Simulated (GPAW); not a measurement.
# Ir (Fm-3m) in GPAW: further runs

The runs below take Ir through relaxation of cell and atoms, with PBEsol, PBEsol+D3.

Everything below comes from runs of GPAW 26.7.0. Logs are shortened: lines on timing, memory, paths and dates and some standing lists are left out, and cuts for length are marked. The log counts tension as positive stress, the text compression.

## (1) Starting point

It takes space group Fm-3m (No. 225, cubic). The conventional cell has a = 3.831 Å, b = 3.831 Å, c = 3.831 Å, α = 90.00°, β = 90.00°, γ = 90.00°. Ir (site symmetry m-3m) is surrounded by 12 Ir at 2.71 Å.

## (2) Relaxation of cell and atoms, PBEsol

Input file run.py:

```python
from ase import Atoms
from ase.filters import FrechetCellFilter
from ase.io import write
from ase.optimize import BFGS
from gpaw import GPAW, PW, setup_paths

setup_paths.insert(0, '.')

atoms = Atoms(['Ir'],
              cell=[[0.0, 1.9156, 1.9156],
                    [1.9156, 0.0, 1.9156],
                    [1.9156, 1.9156, 0.0]],
              scaled_positions=[[0.0, 0.0, 0.0]],
              pbc=True)

calc = GPAW(mode=PW(600),
            xc='PBEsol',
            kpts={'size': (12, 12, 12), 'gamma': True},
            occupations={'name': 'fermi-dirac', 'width': 0.05},
            nbands=16,
            convergence={'density': 1e-05, 'forces': 0.0001},
            maxiter=150,
            txt='gpaw.txt')
atoms.calc = calc
opt = BFGS(FrechetCellFilter(atoms), trajectory='relax.traj', logfile='-')
done = opt.run(fmax=0.02, steps=60)
calc.write('gs.gpw')
write('result.traj', atoms)
print('Converged:', done)
print('Cell:', atoms.cell.cellpar().round(4))
print('Volume:', round(atoms.get_volume(), 4))
print(atoms.get_scaled_positions().round(5))
```

Potentials or basis: PAW data sets generated in the run's folder for this functional, pw.

Launch:

```bash
> gpaw-setup -f PBEsol Ir
> OMP_NUM_THREADS=1 python run.py
```

gpaw.txt:

```text
__  _  _
 | _ |_)|_||  |
 |__||  | ||/\| - 26.7.0

Input parameters:
  mode=PW(ecut=600.0),
  convergence={'density': 1e-05, 'forces': 0.0001},
  kpts=MonkhorstPack(size=(12, 12, 12), gamma=True),
  maxiter=150,
  nbands=16,
  occupations=Occupations(name='fermi-dirac', width=0.05),
  xc=XC(name='PBEsol')

Diagonalizing LCAO Hamiltonian
Converting LCAO to pw mode

       Ir

Atoms  # Å, Bohr magnetons
|   | symbol |        x |        y |        z |    initial magnetic moments |
|---|--------|----------|----------|----------|-----------------------------|
| 0 |     Ir | 0.000000 | 0.000000 | 0.000000 | ( 0.0000,  0.0000,  0.0000) |

Unit cell  # Å
| periodic |        x |        y |        z |  lengths |    angles |
|----------|----------|----------|----------|----------|-----------|
|      yes | 0.000000 | 1.915600 | 1.915600 | 2.709068 | 60.000000 |
|      yes | 1.915600 | 0.000000 | 1.915600 | 2.709068 | 60.000000 |
|      yes | 1.915600 | 1.915600 | 0.000000 | 2.709068 | 60.000000 |

Number of symmetries: 48
Symmetry operations  # r_c * U_cc + t_c -> r_c
|    | kind |            matrix            |
|----|------|------------------------------|
|  0 |  σ   |  1, 0, 0,  1, 0,-1,  1,-1, 0 |
|  1 |  C2  |  1, 0, 0,  1,-1, 0,  1, 0,-1 |
|  2 |  E   |  1, 0, 0,  0, 1, 0,  0, 0, 1 |
|  3 |  σ   |  1, 0, 0,  0, 0, 1,  0, 1, 0 |
|  4 |  C4  |  1, 0,-1,  1, 0, 0,  1,-1, 0 |
|  5 |  S6  |  1, 0,-1,  1,-1, 0,  1, 0, 0 |
|  6 |  σ   |  1, 0,-1,  0, 1,-1,  0, 0,-1 |
|  7 |  C3  |  1, 0,-1,  0, 0,-1,  0, 1,-1 |
|  8 |  S6  |  1,-1, 0,  1, 0, 0,  1, 0,-1 |
|  9 |  C4  |  1,-1, 0,  1, 0,-1,  1, 0, 0 |
| 10 |  C3  |  1,-1, 0,  0,-1, 1,  0,-1, 0 |
| 11 |  σ   |  1,-1, 0,  0,-1, 0,  0,-1, 1 |
| 12 |  σ   |  0, 1, 0,  1, 0, 0,  0, 0, 1 |
| 13 |  C4  |  0, 1, 0,  0, 1,-1, -1, 1, 0 |
| 14 |  C3  |  0, 1, 0,  0, 0, 1,  1, 0, 0 |
| 15 |  S6  |  0, 1, 0, -1, 1, 0,  0, 1,-1 |
| 16 |  C2  |  0, 1,-1,  1, 0,-1,  0, 0,-1 |
| 17 |  σ   |  0, 1,-1,  0, 1, 0, -1, 1, 0 |
| 18 |  S4  |  0, 1,-1,  0, 0,-1,  1, 0,-1 |
| 19 |  C4  |  0, 1,-1, -1, 1, 0,  0, 1, 0 |
| 20 |  C3  |  0, 0, 1,  1, 0, 0,  0, 1, 0 |
| 21 |  σ   |  0, 0, 1,  0, 1, 0,  1, 0, 0 |
[... 168 lines left out ...]
| band index |      eig [eV] | occ [0-2] |
|------------|---------------|-----------|
|          0 |       -34.544 |     2.000 |
|          1 |       -34.544 |     2.000 |
|          2 |       -34.544 |     2.000 |
|          3 |         3.724 |     2.000 |
|          4 |        10.979 |     2.000 |
|          5 |        10.979 |     2.000 |
[... 8 lines left out ...]
|         14 |        48.826 |     0.000 |
|         15 |        48.826 |     0.000 |

No gap
No difference between direct/indirect transitions

Stress tensor  # eV/Ang^3
|         x |         y |        z |
|-----------|-----------|----------|
|  0.012345 | -0.000000 | 0.000000 |
| -0.000000 |  0.012345 | 0.000000 |
|  0.000000 |  0.000000 | 0.012345 |

Forces  # eV/Ang
|       x |        y |       z |
|---------|----------|---------|
| 0.00000 | -0.00000 | 0.00000 |  # Ir   0

Interpolating wave functions to new cell

       Ir

Atoms  # Å, Bohr magnetons
|   | symbol |        x |         y |        z |    initial magnetic moments |
|---|--------|----------|-----------|----------|-----------------------------|
| 0 |     Ir | 0.000000 | -0.000000 | 0.000000 | ( 0.0000,  0.0000,  0.0000) |

Unit cell  # Å
| periodic |         x |         y |         z |  lengths |    angles |
|----------|-----------|-----------|-----------|----------|-----------|
|      yes | -0.000000 |  1.910857 |  1.910857 | 2.702359 | 60.000000 |
|      yes |  1.910857 | -0.000000 |  1.910857 | 2.702359 | 60.000000 |
|      yes |  1.910857 |  1.910857 | -0.000000 | 2.702359 | 60.000000 |

Number of symmetries: 48
Symmetry operations  # r_c * U_cc + t_c -> r_c
|    | kind |            matrix            |
|----|------|------------------------------|
|  0 |  σ   |  1, 0, 0,  1, 0,-1,  1,-1, 0 |
|  1 |  C2  |  1, 0, 0,  1,-1, 0,  1, 0,-1 |
|  2 |  E   |  1, 0, 0,  0, 1, 0,  0, 0, 1 |
|  3 |  σ   |  1, 0, 0,  0, 0, 1,  0, 1, 0 |
|  4 |  C4  |  1, 0,-1,  1, 0, 0,  1,-1, 0 |
|  5 |  S6  |  1, 0,-1,  1,-1, 0,  1, 0, 0 |
|  6 |  σ   |  1, 0,-1,  0, 1,-1,  0, 0,-1 |
|  7 |  C3  |  1, 0,-1,  0, 0,-1,  0, 1,-1 |
|  8 |  S6  |  1,-1, 0,  1, 0, 0,  1, 0,-1 |
|  9 |  C4  |  1,-1, 0,  1, 0,-1,  1, 0, 0 |
| 10 |  C3  |  1,-1, 0,  0,-1, 1,  0,-1, 0 |
| 11 |  σ   |  1,-1, 0,  0,-1, 0,  0,-1, 1 |
| 12 |  σ   |  0, 1, 0,  1, 0, 0,  0, 0, 1 |
| 13 |  C4  |  0, 1, 0,  0, 1,-1, -1, 1, 0 |
| 14 |  C3  |  0, 1, 0,  0, 0, 1,  1, 0, 0 |
| 15 |  S6  |  0, 1, 0, -1, 1, 0,  0, 1,-1 |
| 16 |  C2  |  0, 1,-1,  1, 0,-1,  0, 0,-1 |
| 17 |  σ   |  0, 1,-1,  0, 1, 0, -1, 1, 0 |
| 18 |  S4  |  0, 1,-1,  0, 0,-1,  1, 0,-1 |
| 19 |  C4  |  0, 1,-1, -1, 1, 0,  0, 1, 0 |
| 20 |  C3  |  0, 0, 1,  1, 0, 0,  0, 1, 0 |
| 21 |  σ   |  0, 0, 1,  0, 1, 0,  1, 0, 0 |
[... 128 lines left out ...]
convergence criteria:
- Maximum integral of absolute [dens]ity change: 1e-05 electrons / valence electron
- Maximum change in the atomic [forces] across last 2 cycles: 0.0001 eV/Ang OR
Maximum error relative to the maximum force is below inf
- Maximum [total energy] change in last 3 cyles: 0.0005 eV / valence electron
- Maximum integral of absolute [eigenst]ate change: 4e-08 eV^2 / valence electron
maximum number of iterations: 150

SCF iterations
|iter     | |      energy | eigst |  dens |force |
|---------|-|-------------|-------|-------|------|
|iter:   1| |  -10.369880 | -2.57 |       |      |
|iter:   2| |  -10.369430 | -5.54 | -2.32 |      |
|iter:   3| |  -10.367783c| -4.48 | -2.37 |      |
|iter:   4| |  -10.367845c| -5.51 | -3.25 |      |
|iter:   5| |  -10.367882c| -5.30 | -3.56 |      |
|iter:   6| |  -10.367881c| -8.27c| -4.61 |      |
|iter:   7| |  -10.367881c| -7.79c| -4.97 |      |
|iter:   8| |  -10.367881c| -8.90c| -6.50c|      |
|iter:   9| |  -10.367881c| -9.66c| -6.97c|-24.88c|

Converged in 9 steps
Energy contributions relative to reference atoms: (reference = -484347.881821)

Energy contributions:
  Kinetic:           4.156107
  Coulomb:          -3.632163
  Zero:             -0.245333
  External:          0.000000
  Xc:              -10.644175
  Entropy:          -0.004637
  Spinorbit:         0.000000
  ----------------------------
  Free energy:     -10.370200
  Extrapolated:    -10.367881

dipole moment: (-13.905604, -13.905604, -13.905604)  # |e|*Ang

Fermi level: 15.104
Eigenvalues  # (at kpt = [-0.000, -0.000, -0.000])
| band index |      eig [eV] | occ [0-2] |
|------------|---------------|-----------|
|          0 |       -34.396 |     2.000 |
|          1 |       -34.396 |     2.000 |
|          2 |       -34.396 |     2.000 |
|          3 |         3.807 |     2.000 |
|          4 |        11.097 |     2.000 |
|          5 |        11.097 |     2.000 |
[... 8 lines left out ...]
|         14 |        49.171 |     0.000 |
|         15 |        49.171 |     0.000 |

No gap
No difference between direct/indirect transitions

Stress tensor  # eV/Ang^3
|         x |         y |         z |
|-----------|-----------|-----------|
| -0.005550 | -0.000000 |  0.000000 |
| -0.000000 | -0.005550 |  0.000000 |
|  0.000000 |  0.000000 | -0.005550 |

Forces  # eV/Ang
|       x |        y |       z |
|---------|----------|---------|
| 0.00000 | -0.00000 | 0.00000 |  # Ir   0

Interpolating wave functions to new cell

       Ir

Atoms  # Å, Bohr magnetons
|   | symbol |        x |        y |        z |    initial magnetic moments |
|---|--------|----------|----------|----------|-----------------------------|
| 0 |     Ir | 0.000000 | 0.000000 | 0.000000 | ( 0.0000,  0.0000,  0.0000) |

Unit cell  # Å
| periodic |        x |         y |         z |  lengths |    angles |
|----------|----------|-----------|-----------|----------|-----------|
|      yes | 0.000000 |  1.912319 |  1.912319 | 2.704427 | 60.000000 |
|      yes | 1.912319 | -0.000000 |  1.912319 | 2.704427 | 60.000000 |
|      yes | 1.912319 |  1.912319 | -0.000000 | 2.704427 | 60.000000 |

Number of symmetries: 48
Symmetry operations  # r_c * U_cc + t_c -> r_c
|    | kind |            matrix            |
|----|------|------------------------------|
|  0 |  σ   |  1, 0, 0,  1, 0,-1,  1,-1, 0 |
|  1 |  C2  |  1, 0, 0,  1,-1, 0,  1, 0,-1 |
|  2 |  E   |  1, 0, 0,  0, 1, 0,  0, 0, 1 |
|  3 |  σ   |  1, 0, 0,  0, 0, 1,  0, 1, 0 |
|  4 |  C4  |  1, 0,-1,  1, 0, 0,  1,-1, 0 |
|  5 |  S6  |  1, 0,-1,  1,-1, 0,  1, 0, 0 |
|  6 |  σ   |  1, 0,-1,  0, 1,-1,  0, 0,-1 |
|  7 |  C3  |  1, 0,-1,  0, 0,-1,  0, 1,-1 |
|  8 |  S6  |  1,-1, 0,  1, 0, 0,  1, 0,-1 |
|  9 |  C4  |  1,-1, 0,  1, 0,-1,  1, 0, 0 |
| 10 |  C3  |  1,-1, 0,  0,-1, 1,  0,-1, 0 |
| 11 |  σ   |  1,-1, 0,  0,-1, 0,  0,-1, 1 |
| 12 |  σ   |  0, 1, 0,  1, 0, 0,  0, 0, 1 |
| 13 |  C4  |  0, 1, 0,  0, 1,-1, -1, 1, 0 |
| 14 |  C3  |  0, 1, 0,  0, 0, 1,  1, 0, 0 |
| 15 |  S6  |  0, 1, 0, -1, 1, 0,  0, 1,-1 |
| 16 |  C2  |  0, 1,-1,  1, 0,-1,  0, 0,-1 |
| 17 |  σ   |  0, 1,-1,  0, 1, 0, -1, 1, 0 |
| 18 |  S4  |  0, 1,-1,  0, 0,-1,  1, 0,-1 |
| 19 |  C4  |  0, 1,-1, -1, 1, 0,  0, 1, 0 |
| 20 |  C3  |  0, 0, 1,  1, 0, 0,  0, 1, 0 |
| 21 |  σ   |  0, 0, 1,  0, 1, 0,  1, 0, 0 |
[... 166 lines left out ...]
| band index |      eig [eV] | occ [0-2] |
|------------|---------------|-----------|
|          0 |       -34.442 |     2.000 |
|          1 |       -34.442 |     2.000 |
|          2 |       -34.442 |     2.000 |
|          3 |         3.782 |     2.000 |
|          4 |        11.060 |     2.000 |
|          5 |        11.060 |     2.000 |
[... 8 lines left out ...]
|         14 |        49.064 |     0.000 |
|         15 |        49.064 |     0.000 |

No gap
No difference between direct/indirect transitions

Stress tensor  # eV/Ang^3
|        x |         y |         z |
|----------|-----------|-----------|
| 0.000048 |  0.000000 |  0.000000 |
| 0.000000 |  0.000048 | -0.000000 |
| 0.000000 | -0.000000 |  0.000048 |

Forces  # eV/Ang
|       x |       y |       z |
|---------|---------|---------|
| 0.00000 | 0.00000 | 0.00000 |  # Ir   0

# Writing to gs.gpw (mode='')
```

Run time: 27 s. Hardware: 1 thread of Arm Neoverse V1, shared host; peak memory 0.16 GiB.

Results:

```
Free energy                            : -10.3703 eV
Relaxed volume                         : 13.99 Å³/atom
Relaxed cell                           : a = 2.704 Å, b = 2.704 Å, c = 2.704 Å, α = 60.00°, β = 60.00°, γ = 60.00°
Space group after relaxing (to 0.05 Å) : Fm-3m (No. 225)
Energy gained by relaxing              : 0.4 meV/atom
Ionic steps                            : 3
Pressure after relaxing                : 0.0 GPa
Band gap on the k mesh                 : none (metal or under the smearing width)
```

Step by step:
```
step  energy change (eV)  largest force (eV/Å)  pressure (GPa)  volume (Å³)
   1              0.0000                0.0000           -1.98        14.06
   2             -0.0003                0.0000            0.89        13.95
   3             -0.0004                0.0000           -0.01        13.99
```

Final structure:
```
Ir
1.0
     0.00000    1.91232    1.91232
     1.91232    0.00000    1.91232
     1.91232    1.91232    0.00000
Ir
1
Cartesian
  0.0000 0.0000 0.0000
```

Caveat: later steps reuse the first step's grids.

## (3) Relaxation of cell and atoms, PBEsol+D3

Changes to run.py since step 2:

```diff
@@ -1,2 +1,3 @@
 from ase import Atoms
+from ase.calculators.mixing import SumCalculator
 from ase.filters import FrechetCellFilter
@@ -4,2 +5,3 @@
 from ase.optimize import BFGS
+from dftd3.ase import DFTD3
 from gpaw import GPAW, PW, setup_paths
@@ -23,3 +25,3 @@
             txt='gpaw.txt')
-atoms.calc = calc
+atoms.calc = SumCalculator([calc, DFTD3(method='pbesol', damping='d3zero')])
 opt = BFGS(FrechetCellFilter(atoms), trajectory='relax.traj', logfile='-')
```

Potentials or basis: PAW data sets generated in the run's folder for this functional, pw.

Launch:

```bash
> gpaw-setup -f PBEsol Ir
> OMP_NUM_THREADS=1 python run.py
```

gpaw.txt:

```text
__  _  _
 | _ |_)|_||  |
 |__||  | ||/\| - 26.7.0

Input parameters:
  mode=PW(ecut=600.0),
  convergence={'density': 1e-05, 'forces': 0.0001},
  kpts=MonkhorstPack(size=(12, 12, 12), gamma=True),
  maxiter=150,
  nbands=16,
  occupations=Occupations(name='fermi-dirac', width=0.05),
  xc=XC(name='PBEsol')

Diagonalizing LCAO Hamiltonian
Converting LCAO to pw mode

       Ir

Atoms  # Å, Bohr magnetons
|   | symbol |        x |        y |        z |    initial magnetic moments |
|---|--------|----------|----------|----------|-----------------------------|
| 0 |     Ir | 0.000000 | 0.000000 | 0.000000 | ( 0.0000,  0.0000,  0.0000) |

Unit cell  # Å
| periodic |        x |        y |        z |  lengths |    angles |
|----------|----------|----------|----------|----------|-----------|
|      yes | 0.000000 | 1.915600 | 1.915600 | 2.709068 | 60.000000 |
|      yes | 1.915600 | 0.000000 | 1.915600 | 2.709068 | 60.000000 |
|      yes | 1.915600 | 1.915600 | 0.000000 | 2.709068 | 60.000000 |

Number of symmetries: 48
Symmetry operations  # r_c * U_cc + t_c -> r_c
|    | kind |            matrix            |
|----|------|------------------------------|
|  0 |  σ   |  1, 0, 0,  1, 0,-1,  1,-1, 0 |
|  1 |  C2  |  1, 0, 0,  1,-1, 0,  1, 0,-1 |
|  2 |  E   |  1, 0, 0,  0, 1, 0,  0, 0, 1 |
|  3 |  σ   |  1, 0, 0,  0, 0, 1,  0, 1, 0 |
|  4 |  C4  |  1, 0,-1,  1, 0, 0,  1,-1, 0 |
[... 471 lines left out ...]

Unit cell  # Å
| periodic |        x |        y |         z |  lengths |    angles |
|----------|----------|----------|-----------|----------|-----------|
|      yes | 0.000000 | 1.899019 |  1.899019 | 2.685618 | 60.000000 |
|      yes | 1.899019 | 0.000000 |  1.899019 | 2.685618 | 60.000000 |
|      yes | 1.899019 | 1.899019 | -0.000000 | 2.685618 | 60.000000 |

Number of symmetries: 48
Symmetry operations  # r_c * U_cc + t_c -> r_c
|    | kind |            matrix            |
|----|------|------------------------------|
|  0 |  σ   |  1, 0, 0,  1, 0,-1,  1,-1, 0 |
|  1 |  C2  |  1, 0, 0,  1,-1, 0,  1, 0,-1 |
|  2 |  E   |  1, 0, 0,  0, 1, 0,  0, 0, 1 |
|  3 |  σ   |  1, 0, 0,  0, 0, 1,  0, 1, 0 |
|  4 |  C4  |  1, 0,-1,  1, 0, 0,  1,-1, 0 |
|  5 |  S6  |  1, 0,-1,  1,-1, 0,  1, 0, 0 |
|  6 |  σ   |  1, 0,-1,  0, 1,-1,  0, 0,-1 |
|  7 |  C3  |  1, 0,-1,  0, 0,-1,  0, 1,-1 |
|  8 |  S6  |  1,-1, 0,  1, 0, 0,  1, 0,-1 |
[... 149 lines left out ...]
SCF iterations
|iter     | |      energy | eigst |  dens |force |
|---------|-|-------------|-------|-------|------|
|iter:   1| |  -10.365335 | -1.98 |       |      |
|iter:   2| |  -10.364214 | -5.06 | -2.13 |      |
|iter:   3| |  -10.359944c| -4.07 | -2.17 |      |
|iter:   4| |  -10.360090c| -5.10 | -3.04 |      |
|iter:   5| |  -10.360176c| -4.89 | -3.36 |      |
|iter:   6| |  -10.360176c| -7.80c| -4.50 |      |
|iter:   7| |  -10.360176c| -7.70c| -4.78 |      |
|iter:   8| |  -10.360176c| -8.94c| -6.20c|      |
|iter:   9| |  -10.360176c| -9.76c| -6.65c|-25.62c|

Converged in 9 steps
Energy contributions relative to reference atoms: (reference = -484347.881821)

Energy contributions:
  Kinetic:           7.220941
  Coulomb:          -6.246903
  Zero:             -0.254239
  External:          0.000000
  Xc:              -11.077734
  Entropy:          -0.004480
  Spinorbit:         0.000000
  ----------------------------
  Free energy:     -10.362416
  Extrapolated:    -10.360176
[... 24 lines left out ...]
No gap
No difference between direct/indirect transitions

Stress tensor  # eV/Ang^3
|         x |         y |         z |
|-----------|-----------|-----------|
| -0.053410 | -0.000000 |  0.000000 |
| -0.000000 | -0.053410 |  0.000000 |
|  0.000000 |  0.000000 | -0.053410 |

Forces  # eV/Ang
|       x |        y |        z |
|---------|----------|----------|
| 0.00000 | -0.00000 | -0.00000 |  # Ir   0

# Writing to gs.gpw (mode='')
```

stdout:

```text
Step          Energy          fmax
BFGS:    0      -10.944399        0.893703
BFGS:    1      -10.953559        0.418750
BFGS:    2      -10.956143        0.016451
Converged: True
Cell: [ 2.6856  2.6856  2.6856 60.     60.     60.    ]
Volume: 13.6968
[[0. 0. 0.]]
```

It took 30 s on 1 thread of Arm Neoverse V1, shared host; peak memory 0.17 GiB.

What came out:

| Property | Result |
| --- | --- |
| Free energy | -10.9584 eV |
| Relaxed volume | 13.70 Å³/atom |
| Relaxed cell | a = 2.686 Å, b = 2.686 Å, c = 2.686 Å, α = 60.00°, β = 60.00°, γ = 60.00° |
| Space group after relaxing (to 0.05 Å) | Fm-3m (No. 225) |
| Energy gained by relaxing | 11.7 meV/atom |
| Ionic steps | 3 |
| Pressure after relaxing | -0.2 GPa |
| Band gap on the k mesh | none (metal or under the smearing width) |
| Dispersion energy per atom | -0.596 eV |

Step by step:
| step | energy change (eV) | largest force (eV/Å) | pressure (GPa) | volume (Å³) |
| --- | --- | --- | --- | --- |
| 1 | 0.0000 | 0.0000 | -10.18 | 14.06 |
| 2 | -0.0092 | 0.0000 | 4.96 | 13.53 |
| 3 | -0.0117 | 0.0000 | -0.19 | 13.70 |

Final structure:
```yaml
crystal:
  lattice:
    - [0.00000, 1.89902, 1.89902]
    - [1.89902, 0.00000, 1.89902]
    - [1.89902, 1.89902, 0.00000]
  atoms:
    - { symbol: Ir, position: [0.00000, 0.00000, 0.00000] }
```

Levels at points of the mesh, in eV from the Fermi level:
| k point | band 4 | band 5 | band 6 | band 7 | band 8 | band 9 | band 10 | band 11 |
| --- | --- | --- | --- | --- | --- | --- | --- | --- |
| (0.00, 0.00, 0.00) | -11.50 | -4.12 | -4.12 | -4.12 | -1.29 | -1.29 | 13.82 | 19.64 |
| (0.50, 0.50, 0.00) | -8.33 | -7.73 | 0.90 | 1.54 | 1.54 | 1.61 | 10.96 | 11.64 |
| (0.50, 0.50, 0.50) | -8.47 | -4.24 | -4.24 | -0.93 | 0.92 | 0.92 | 7.59 | 13.40 |

Caveat: later steps reuse the first step's grids; pairwise dispersion overbinds metals, which lowers pressure and volume. Spin-orbit coupling is left out, which matters for the levels of Ir.
